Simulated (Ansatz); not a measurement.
# CdTe: stiffness from a series of strains

```
CELL_PARAMETERS angstrom
3.06529 -3.09461 0.00000
3.06529 3.09461 0.00000
0.00000 0.00000 6.09065
ATOMIC_POSITIONS crystal
Cd 0.27703 0.72297 0.75000
Cd 0.72297 0.27703 0.25000
Te 0.76614 0.23386 0.75000
Te 0.23386 0.76614 0.25000
```

Atom numbers follow the list: Cd1, Cd2, Te3, Te4.

The cell is the one relaxed in the Materials Project (mp-1066480), not relaxed further here; entries there can be hypothetical.

Spin–orbit coupling is left out, though it moves levels of the heavy atoms by tenths of an eV or more.

These are results of DFT, PBE, all-electron LAPW, scalar-relativistic (Ansatz 0.2.0), not measurements.

Numerical set-up: a Γ-centred 9×9×6 k mesh, Fermi–Dirac smearing of 0.05 eV, basis error target 1 meV/atom, no spin polarisation.

The strain is applied along the Cartesian axes of the cell as listed (the other components stay zero). Fractional coordinates are held (clamped ions).

σ is the change of stress from the unstrained cell, which is at -0.25 GPa; tension is positive, so slopes are stress–strain coefficients at that pressure. In a metal the k mesh adds noise.

Only quantities that a quadratic follows smoothly over the whole series are listed; rougher ones are left out.

| εxx = εyy | σzz (GPa) | σxx (GPa) |
| --- | --- | --- |
| -0.0300 | -2.00 | -4.01 |
| -0.0200 | -1.30 | -2.48 |
| -0.0100 | -0.63 | -1.15 |
| 0.0000 | 0.00 | 0.00 |
| 0.0200 | 1.14 | 1.84 |
| 0.0300 | 1.64 | 2.56 |

**Question.** Fit the series and read off the stiffness at zero strain.

**Answer.** Least-squares fits y = p0 + p1 x + p2 x² to the rows give σzz (GPa): p1 = 60.8, p2 = -200; σxx (GPa): p1 = 109, p2 = -820. So C13 + C23 = 61 GPa and C11 + C12 = 109 GPa, for these axes.

**Question.** One run, at εxx = εyy = 0.0100, is withheld. Predict its row.

**Answer.** The fits give 0.59, 1.02; the run gave 0.59, 0.99.
